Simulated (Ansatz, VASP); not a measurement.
# Al16H21Cl3O33 (hydroxylated alpha-Al2O3(0001) with 3 of its OH changed to Cl) in two plane-wave programs, part 2 of 3

Wanted: the spread between two codes on one cell, functional and k mesh. The structure shown is the start of the Ansatz relaxation below; VASP solves that cell, so the two are compared at the walk's first step.

VASP 6.6.1 and Ansatz 0.2.0.

So far: The structure; Ansatz: relaxation, PBE with D3(BJ).

## (3) VASP: single point, PBE with D3(BJ), start cell, pair 1

Level of this step: PBE with D3(BJ); plane waves and PAW (Al, O, Cl, H) (VASP).

The same cell, functional, mesh and smearing now go to VASP, with its own data sets.

Lines of VASP's logs that name or quote its potential files are left out, and so is its time.

INCAR

```
SYSTEM = Al16H21Cl3O33
PREC = Accurate
ENCUT = 520
EDIFF = 1E-06
NELM = 120
ISMEAR = -1
SIGMA = 0.025
LREAL = Auto
ALGO = Normal
GGA = PE
IVDW = 12
NBANDS = 200
LORBIT = 11
LWAVE = .FALSE.
LCHARG = .FALSE.
ISIF = 2
LASPH = .TRUE.
GGA_COMPAT = .FALSE.
EFERMI = MIDGAP
NCORE = 2
```

POSCAR

```
Al16H21Cl3O33
1.0
    9.5800000000      0.0000000000      0.0000000000
   -4.7900000000      8.2965200000      0.0000000000
    0.0000000000      0.0000000000     22.3000000000
Al O Cl H
16 33 3 21
Direct
    0.0046586228      0.9996721517      0.1450582960
    0.3415216958      0.1748805523      0.2282421525
    0.1724310973      0.3344655349      0.1296008969
    0.1745297450      0.3380574024      0.2439910314
    0.0071971676      0.5040185524      0.1434080717
    0.3281401198      0.6707270036      0.2264484305
    0.1806785435      0.8417746236      0.1300986547
    0.1753682194      0.8429076287      0.2438878924
    0.5093027991      0.0047851388      0.1435112108
    0.8456213334      0.1720359862      0.2284080717
    0.6721974824      0.3389252361      0.1289506726
    0.6742268874      0.3246541924      0.2443587444
    0.5026930503      0.5041752446      0.1444618834
    0.8496997078      0.6692324011      0.2224618834
    0.6754623032      0.8400269028      0.1283991031
    0.6733992757      0.8404728730      0.2468206278
    0.1602659197      0.9971289167      0.0889686099
    0.0068401512      0.1599224735      0.0907488789
    0.3459336813      0.3509905358      0.0885201794
    0.4957328857      0.1664553331      0.2815784753
    0.3285639496      0.3189650600      0.2834798206
    0.1845089361      0.0150303983      0.2803318386
    0.0188869752      0.3380453491      0.1839417040
    0.1741369649      0.1815098379      0.1851883408
    0.3294833090      0.4967745513      0.1866591928
    0.1596326986      0.4936286539      0.0878206278
    0.0216818556      0.6704618322      0.0869192825
    0.3514176197      0.8535868051      0.0894798206
    0.3292227761      0.8222242579      0.2816098655
    0.1742124866      0.5102621340      0.2791210762
    0.0183404457      0.8377247328      0.1857488789
    0.1685034977      0.6816834046      0.1847578475
    0.3293025254      0.9953691427      0.1852107623
    0.6638405867      0.0001446390      0.0896098655
    0.5103614834      0.1652741149      0.0895919283
    0.8434006711      0.3540038474      0.0865201794
    0.0027395782      0.1841012858      0.2822780269
    0.8389312036      0.3219542652      0.2803587444
    0.6811045458      0.0164888411      0.2800986547
    0.5229039267      0.3417577490      0.1873408072
    0.6751737448      0.1830406002      0.1845381166
    0.8272001156      0.4935442812      0.1845784753
    0.6570713174      0.4980883551      0.0875201794
    0.5079240488      0.6672677219      0.0913991031
    0.8466487231      0.8477650870      0.0892107623
    0.9964558599      0.6781518034      0.2790807175
    0.5187293922      0.8309869680      0.1887085202
    0.6742196752      0.6782723359      0.1946008969
    0.8289422077      0.9861725157      0.1885515695
    0.4929824240      0.6731255996      0.3190807175
    0.8502120409      0.8537434973      0.3244708520
    0.6809003499      0.4887109294      0.3213183857
    0.1007209914      0.9521100413      0.0521390135
    0.0272256304      0.1362257911      0.0506188341
    0.3456339225      0.2483450893      0.0878878924
    0.4899077411      0.2117152734      0.3199910314
    0.4274142052      0.4189828989      0.2936098655
    0.2148821688      0.0363405380      0.3220582960
    0.1122622838      0.4521654863      0.0489013453
    0.0738318115      0.6651584038      0.0504080717
    0.3578195322      0.7547622377      0.0872017937
    0.4333559349      0.9218684460      0.2853901345
    0.2203630561      0.5415403085      0.3190313901
    0.7692258911      0.0985352895      0.0872600897
    0.5290714895      0.1315250250      0.0508878924
    0.8534511360      0.4100755497      0.0491883408
    0.0027703649      0.0839749678      0.2914215247
    0.9417111470      0.4220444234      0.2852511211
    0.7226942689      0.0432591014      0.3206681614
    0.5922194420      0.4557332472      0.0515201794
    0.5164097460      0.6479343146      0.0493901345
    0.8409703219      0.7428174705      0.0877982063
    0.9605577292      0.6943513666      0.3179596413
```

KPOINTS

```
Automatic mesh
0
Gamma
1 1 1
0 0 0
```

The projector-augmented-wave data sets are Al, O, Cl and H (PBE family, release 64).

Run with:

```bash
$ mpirun -np 8 vasp_gam
```

Numbers of over 12 decimals in the logs are rounded to 6 here.

Output:

```text
[banner, memory and clock lines left out]
running    8 mpi-ranks, on    1 nodes
[...]
LDA part: xc-table for (Slater+PW92), standard interpolation
 POSCAR, INCAR and KPOINTS ok, starting setup
[...]
entering main loop
       N       E                     dE             d eps       ncg     rms          rms(c)
DAV:   1     0.274364420553E+04    0.27436E+04   -0.14509E+05   432   0.125E+03
DAV:   2    -0.105185249695E+03   -0.28488E+04   -0.27403E+04   512   0.313E+02
DAV:   3    -0.487361634653E+03   -0.38218E+03   -0.38008E+03   496   0.120E+02
DAV:   4    -0.496931089308E+03   -0.95695E+01   -0.95404E+01   488   0.219E+01
[...]
DAV:  27    -0.444569952217E+03   -0.61373E-05   -0.19047E-07   304   0.127E-03    0.490E-04
DAV:  28    -0.444569956430E+03   -0.42130E-05   -0.24633E-07   272   0.123E-03    0.607E-04
DAV:  29    -0.444569956848E+03   -0.41868E-06   -0.43595E-08   328   0.558E-04
   1 F= -.45333759E+03 E0= -.45333759E+03  d E =0.000000E+00
```

OUTCAR, selected parts (step 3):

```text
  FREE ENERGIE OF THE ION-ELECTRON SYSTEM (eV)
  ---------------------------------------------------
  free  energy   TOTEN  =      -453.3375920231 eV

  energy  without entropy=     -453.3375920231  energy(sigma->0) =     -453.33759202
```

## (4) Side by side

Known differences besides the potentials themselves: the cutoff is 420 eV in Ansatz and 520 eV in VASP (PREC = Accurate, projectors in real space). Total energies have different zeros and are not compared.

Forces on 10 of the 73 atoms, those with the largest forces and the largest differences (eV/Å; atoms numbered as in POSCAR):

```tsv
atom	Ansatz x, y, z	VASP x, y, z
Al1	0.137, 0.574, -0.153	0.130, 0.585, -0.142
Al7	0.080, 0.138, -0.513	0.079, 0.156, -0.499
Al8	0.016, 0.084, 0.477	0.003, 0.061, 0.466
Al12	-0.130, 0.057, 0.464	-0.122, 0.056, 0.466
Al16	-0.046, -0.108, 0.536	-0.053, -0.126, 0.549
O44	0.196, 0.054, 0.426	0.213, 0.072, 0.533
Cl50	0.091, 0.005, -0.447	0.099, 0.010, -0.459
H53	0.035, 0.003, 0.086	-0.007, -0.029, -0.030
H59	0.006, -0.035, 0.133	-0.020, -0.064, 0.013
H66	-0.024, 0.020, 0.168	-0.035, 0.068, 0.053
```

The forces differ by 44 meV/Å r.m.s., which is 28.7 % of the r.m.s. force of 0.155 eV/Å (both taken over all components). With vacuum in the cell, a pressure given here is an average over mostly empty space and none of the material.

## (5) Ansatz: relaxation, PBE with D3(BJ)

The two programs are compared at the cell with which this relaxation starts, whose forces are those of its first step. This pair takes another cell of the material, with 72 atoms against 73 for the pair before.

The structure compared here is the start of the Ansatz relaxation; VASP solves that cell, so the two are compared at the walk's first step.

input.yaml

```yaml
crystal:
  lattice:
    - [9.58, 0.0, 0.0]
    - [-4.79, 8.29652, 0.0]
    - [0.0, 0.0, 22.3]
  atoms:
    - { symbol: Al, position: [0.00466, 0.99967, 0.14506] }
    - { symbol: Al, position: [0.33107, 0.1726, 0.22494] }
    - { symbol: Al, position: [0.17243, 0.33447, 0.1296] }
    - { symbol: Al, position: [0.17473, 0.34047, 0.24432] }
    - { symbol: O, position: [0.16027, 0.99713, 0.08897] }
    - { symbol: O, position: [0.00684, 0.15992, 0.09075] }
    - { symbol: O, position: [0.34593, 0.35099, 0.08852] }
    - { symbol: Cl, position: [0.50558, 0.15536, 0.32516] }
    - { symbol: O, position: [0.32793, 0.3152, 0.28131] }
    - { symbol: O, position: [0.1878, 0.01652, 0.27931] }
    - { symbol: O, position: [0.02011, 0.33893, 0.18384] }
    - { symbol: O, position: [0.17157, 0.1815, 0.18399] }
    - { symbol: O, position: [0.33016, 0.49648, 0.18642] }
    - { symbol: Al, position: [0.0072, 0.50402, 0.14341] }
    - { symbol: Al, position: [0.32976, 0.67159, 0.2259] }
    - { symbol: Al, position: [0.18068, 0.84177, 0.1301] }
    - { symbol: Al, position: [0.1752, 0.84218, 0.24411] }
    - { symbol: O, position: [0.15963, 0.49363, 0.08782] }
    - { symbol: O, position: [0.02168, 0.67046, 0.08692] }
    - { symbol: O, position: [0.35142, 0.85359, 0.08948] }
    - { symbol: Cl, position: [0.49407, 0.67444, 0.3198] }
    - { symbol: O, position: [0.3252, 0.81627, 0.28136] }
    - { symbol: O, position: [0.17598, 0.51169, 0.27892] }
    - { symbol: O, position: [0.01932, 0.83828, 0.18556] }
    - { symbol: O, position: [0.16884, 0.68223, 0.18465] }
    - { symbol: O, position: [0.33146, 0.99761, 0.18578] }
    - { symbol: Al, position: [0.5093, 0.00478, 0.14351] }
    - { symbol: Al, position: [0.84791, 0.1723, 0.22884] }
    - { symbol: Al, position: [0.67219, 0.33892, 0.12895] }
    - { symbol: Al, position: [0.6746, 0.32241, 0.24669] }
    - { symbol: O, position: [0.66384, 0.00015, 0.08961] }
    - { symbol: O, position: [0.51036, 0.16528, 0.08959] }
    - { symbol: O, position: [0.8434, 0.354, 0.08652] }
    - { symbol: O, position: [0.00537, 0.18612, 0.28213] }
    - { symbol: O, position: [0.8453, 0.32636, 0.27979] }
    - { symbol: O, position: [0.68601, 0.01696, 0.27924] }
    - { symbol: O, position: [0.52026, 0.33506, 0.18938] }
    - { symbol: O, position: [0.67298, 0.18213, 0.18655] }
    - { symbol: O, position: [0.82698, 0.49231, 0.18341] }
    - { symbol: Al, position: [0.50269, 0.50417, 0.14446] }
    - { symbol: Al, position: [0.84857, 0.66652, 0.22159] }
    - { symbol: Al, position: [0.67546, 0.84003, 0.1284] }
    - { symbol: Al, position: [0.67363, 0.83925, 0.24708] }
    - { symbol: O, position: [0.65707, 0.49809, 0.08752] }
    - { symbol: O, position: [0.50793, 0.66727, 0.0914] }
    - { symbol: O, position: [0.84665, 0.84777, 0.08921] }
    - { symbol: O, position: [0.99682, 0.67969, 0.27895] }
    - { symbol: Cl, position: [0.85522, 0.86126, 0.32852] }
    - { symbol: Cl, position: [0.6829, 0.50662, 0.30899] }
    - { symbol: O, position: [0.51915, 0.8314, 0.18861] }
    - { symbol: O, position: [0.67442, 0.67876, 0.19304] }
    - { symbol: O, position: [0.82963, 0.98568, 0.18855] }
    - { symbol: H, position: [0.10072, 0.95211, 0.05214] }
    - { symbol: H, position: [0.02722, 0.13622, 0.05062] }
    - { symbol: H, position: [0.34563, 0.24834, 0.08789] }
    - { symbol: H, position: [0.42859, 0.41068, 0.29305] }
    - { symbol: H, position: [0.23899, 0.05013, 0.31843] }
    - { symbol: H, position: [0.11226, 0.45217, 0.0489] }
    - { symbol: H, position: [0.07383, 0.66516, 0.05041] }
    - { symbol: H, position: [0.35782, 0.75476, 0.0872] }
    - { symbol: H, position: [0.42432, 0.9152, 0.29246] }
    - { symbol: H, position: [0.22415, 0.54515, 0.31848] }
    - { symbol: H, position: [0.76923, 0.09854, 0.08726] }
    - { symbol: H, position: [0.52907, 0.13152, 0.05089] }
    - { symbol: H, position: [0.85345, 0.41008, 0.04919] }
    - { symbol: H, position: [0.00211, 0.08585, 0.29399] }
    - { symbol: H, position: [0.94958, 0.42537, 0.28435] }
    - { symbol: H, position: [0.71871, 0.03998, 0.32087] }
    - { symbol: H, position: [0.59222, 0.45573, 0.05152] }
    - { symbol: H, position: [0.51641, 0.64793, 0.04939] }
    - { symbol: H, position: [0.84097, 0.74282, 0.0878] }
    - { symbol: H, position: [0.96506, 0.70526, 0.31711] }
kpoints:
  mp_grid: { grid: [1, 1, 1] }
hamiltonian:
  xc: pbe
  dispersion: d3bj
scf:
  occupations: { method: fermi_dirac, width: 0.025 }
output:
  forces: true
relax:
  f_tol: 0.05
  max_steps: 120
  constraints:
    - { sites: [0, 2, 4, 5, 6, 13, 15, 17, 18, 19, 26, 28, 30, 31, 32, 39, 41, 43, 44, 45, 52, 53, 54, 57, 58, 59, 62, 63, 64, 68, 69, 70], fix: xyz }
```

Run with:

```bash
$ ansatz run input.yaml --threads 4 --pin off --max-ram 8192MiB --backend cpu --events-out ev --progress --plain --runs-dir out
```

Output:

```text
[...]
Crystal: 72 atoms, lattice volume = 1772.419 Å³
Basis set: ecut = 420 eV, 34605 PW (Γ), exchange–correlation on 144×144×300 points (8 copies of the dense FFT grid, shifted against one another)
Bands: 216, of which v1, the nominal top of the filled ones, is band 144 counted from 1 (143 counted from 0)
Symmetry: 1 space group operations
[...]
k-points: 1
[...]
- { symbol: H, position: [0.02722, 0.13622, 0.050620] }
    - { symbol: H, position: [0.34563, 0.248340, 0.08789] }
    - { symbol: H, position: [0.429726, 0.411125, 0.291943] }
    - { symbol: H, position: [0.226601, 0.046349, 0.318800] }
    - { symbol: H, position: [0.11226, 0.45217, 0.0489] }
    - { symbol: H, position: [0.07383, 0.66516, 0.05041] }
    - { symbol: H, position: [0.357820, 0.75476, 0.0872] }
[...]
- { symbol: H, position: [0.59222, 0.45573, 0.05152] }
    - { symbol: H, position: [0.51641, 0.64793, 0.04939] }
    - { symbol: H, position: [0.84097, 0.74282, 0.0878] }
    - { symbol: H, position: [0.970926, 0.695749, 0.318324] }
```

## (6) VASP: single point, PBE with D3(BJ), start cell, pair 2

The same cell, functional, mesh and smearing now go to VASP, with its own data sets.

Edit INCAR of step 3 so:

```diff
@@ -1,2 +1,2 @@
-SYSTEM = Al16H21Cl3O33
+SYSTEM = Al4H5ClO8
 PREC = Accurate
```

POSCAR

```
Al4H5ClO8
1.0
    9.5800000000      0.0000000000      0.0000000000
   -4.7900000000      8.2965200000      0.0000000000
    0.0000000000      0.0000000000     22.3000000000
Al O Cl H
16 32 4 20
Direct
    0.0046586228      0.9996721517      0.1450582960
    0.3310715993      0.1726024888      0.2249417040
    0.1724310973      0.3344655349      0.1296008969
    0.1747329820      0.3404680517      0.2443183857
    0.0071971676      0.5040185524      0.1434080717
    0.3297640158      0.6715948374      0.2259013453
    0.1806785435      0.8417746236      0.1300986547
    0.1752049518      0.8421844340      0.2441121076
    0.5093027991      0.0047851388      0.1435112108
    0.8479146707      0.1723011576      0.2288385650
    0.6721974824      0.3389252361      0.1289506726
    0.6745986286      0.3224122885      0.2466905830
    0.5026930503      0.5041752446      0.1444618834
    0.8485733627      0.6665204206      0.2215919283
    0.6754623032      0.8400269028      0.1283991031
    0.6736360983      0.8392554951      0.2470807175
    0.1602659197      0.9971289167      0.0889686099
    0.0068401512      0.1599224735      0.0907488789
    0.3459336813      0.3509905358      0.0885201794
    0.3279362528      0.3152044472      0.2813094170
    0.1878032102      0.0165250008      0.2793094170
    0.0201097997      0.3389252361      0.1838385650
    0.1715735270      0.1814977846      0.1839910314
    0.3301633047      0.4964852733      0.1864215247
    0.1596326986      0.4936286539      0.0878206278
    0.0216818556      0.6704618322      0.0869192825
    0.3514176197      0.8535868051      0.0894798206
    0.3252017829      0.8162699541      0.2813587444
    0.1759779079      0.5116844171      0.2789192825
    0.0193170441      0.8382791821      0.1855605381
    0.1688373262      0.6822258007      0.1846502242
    0.3314568803      0.9976110466      0.1857802691
    0.6638405867      0.0001446390      0.0896098655
    0.5103614834      0.1652741149      0.0895919283
    0.8434006711      0.3540038474      0.0865201794
    0.0053639783      0.1861141780      0.2821300448
    0.8453018746      0.3263657534      0.2797892377
    0.6860055549      0.0169589177      0.2792421525
    0.5202629363      0.3350561440      0.1893811659
    0.6729725064      0.1821245534      0.1865515695
    0.8269820597      0.4923148501      0.1834080717
    0.6570713174      0.4980883551      0.0875201794
    0.5079240488      0.6672677219      0.0913991031
    0.8466487231      0.8477650870      0.0892107623
    0.9968201696      0.6796946189      0.2789506726
    0.5191535040      0.8313967784      0.1886098655
    0.6744189865      0.6787544657      0.1930403587
    0.8296241350      0.9856783326      0.1885515695
    0.5055790255      0.1553542931      0.3251614350
    0.4940673009      0.6744394035      0.3197982063
    0.8552252634      0.8612647230      0.3285201794
    0.6829039287      0.5066220536      0.3089910314
    0.1007209914      0.9521100413      0.0521390135
    0.0272256304      0.1362257911      0.0506188341
    0.3456339225      0.2483450893      0.0878878924
    0.4285854526      0.4106782121      0.2930493274
    0.2389895694      0.0501294519      0.3184304933
    0.1122622838      0.4521654863      0.0489013453
    0.0738318115      0.6651584038      0.0504080717
    0.3578195322      0.7547622377      0.0872017937
    0.4243238386      0.9152030008      0.2924618834
    0.2241483150      0.5451442291      0.3184798206
    0.7692258911      0.0985352895      0.0872600897
    0.5290714895      0.1315250250      0.0508878924
    0.8534511360      0.4100755497      0.0491883408
    0.0021134409      0.0858552743      0.2939910314
    0.9495853510      0.4253711195      0.2843497758
    0.7187063843      0.0399806184      0.3208699552
    0.5922194420      0.4557332472      0.0515201794
    0.5164097460      0.6479343146      0.0493901345
    0.8409703219      0.7428174705      0.0877982063
    0.9650619276      0.7052595546      0.3171121076
```

KPOINTS is that of step 3.

Run with:

```bash
$ mpirun -np 8 vasp_gam
```

Output:

```text
[banner, memory and clock lines left out]
running    8 mpi-ranks, on    1 nodes
[...]
LDA part: xc-table for (Slater+PW92), standard interpolation
 POSCAR, INCAR and KPOINTS ok, starting setup
[...]
entering main loop
       N       E                     dE             d eps       ncg     rms          rms(c)
DAV:   1     0.284049409277E+04    0.28405E+04   -0.14318E+05   424   0.125E+03
DAV:   2    -0.802336330435E+02   -0.29207E+04   -0.27994E+04   512   0.314E+02
DAV:   3    -0.476242904438E+03   -0.39601E+03   -0.39390E+03   496   0.122E+02
DAV:   4    -0.486395457431E+03   -0.10153E+02   -0.10117E+02   488   0.226E+01
[...]
DAV:  27    -0.435437052767E+03   -0.70328E-05   -0.29276E-07   312   0.128E-03    0.583E-04
DAV:  28    -0.435437056881E+03   -0.41135E-05   -0.12518E-07   296   0.675E-04    0.399E-04
DAV:  29    -0.435437057686E+03   -0.80546E-06   -0.41810E-08   312   0.412E-04
   1 F= -.44432233E+03 E0= -.44432233E+03  d E =0.000000E+00
```

From OUTCAR (step 6):

```text
 POSITION                                       TOTAL-FORCE (eV/Angst)
 -----------------------------------------------------------------------------------
     -4.74380      8.29380      3.23480        -0.105709      0.350598     -0.300862
      2.34490      1.43200      5.01620        -0.078278     -0.132906      0.271761
      0.04980      2.77490      2.89010        -0.226250      0.022602     -0.287817
      0.04310      2.82470      5.44830         0.092503     -0.066974      0.417297
     -2.34530      4.18160      3.19800         0.095593     -0.160780     -0.320012
     -0.05780      5.57190      5.03760         0.004034     -0.037129      0.425551
     -2.30120      6.98380      2.90120         0.013935      0.047094     -0.481837
     -2.35560      6.98720      5.44370        -0.060692     -0.080328      0.491880
      4.85620      0.03970      3.20030         0.006746      0.105057      0.129968
      7.29770      1.42950      5.10310        -0.025695     -0.012318      0.449894
      4.81620      2.81190      2.87560         0.104644     -0.312457      0.397805
      4.91830      2.67490      5.50120        -0.068950      0.117824      0.541836
      2.40080      4.18290      3.22150         0.023906     -0.084540      0.368625
      4.93670      5.52980      4.94150        -0.039485     -0.276387      0.607194
[...]
-----------------------------------------------------------------------------------
    total drift:                                0.004443     -0.000496      0.005099

  FREE ENERGIE OF THE ION-ELECTRON SYSTEM (eV)
  ---------------------------------------------------
  free  energy   TOTEN  =      -444.3223290304 eV

  energy  without entropy=     -444.3223290304  energy(sigma->0) =     -444.32232903
```

## (7) Comparison

Forces on 10 of the 72 atoms, those with the largest forces and the largest differences (eV/Å; atoms numbered as in POSCAR):

```tsv
atom	Ansatz x, y, z	VASP x, y, z
Al7	0.014, 0.030, -0.495	0.014, 0.047, -0.482
Al8	-0.046, -0.054, 0.509	-0.061, -0.080, 0.492
Al11	0.104, -0.307, 0.376	0.105, -0.312, 0.398
Al12	-0.049, 0.115, 0.515	-0.069, 0.118, 0.542
Al14	-0.045, -0.261, 0.612	-0.039, -0.276, 0.607
Al16	0.081, -0.028, 0.589	0.074, -0.049, 0.599
Cl52	-0.055, 0.055, -0.549	-0.051, 0.048, -0.563
H53	0.039, -0.001, 0.088	-0.002, -0.033, -0.027
H58	0.007, -0.031, 0.128	-0.019, -0.060, 0.008
H59	-0.040, 0.004, 0.100	0.013, -0.004, -0.014
```

The forces differ by 43 meV/Å r.m.s., which is 24.8 % of the r.m.s. force of 0.173 eV/Å (both taken over all components). With vacuum in the cell, a pressure given here is an average over mostly empty space and none of the material.

(Continued in part 3 of 3.)

[Lines on the potential files, build, host, timing and source positions are cut from VASP's logs without a mark.]

[Logs are printed without paths, hosts, clocks, repeated set-up lines and the standing remarks that a program may print on its own settings, such as how far it seeks lower states.]

[Hosts, paths, dates, database ids (printed as entryN), source tags and the programs' standing remarks are cut or masked in the printed files.]
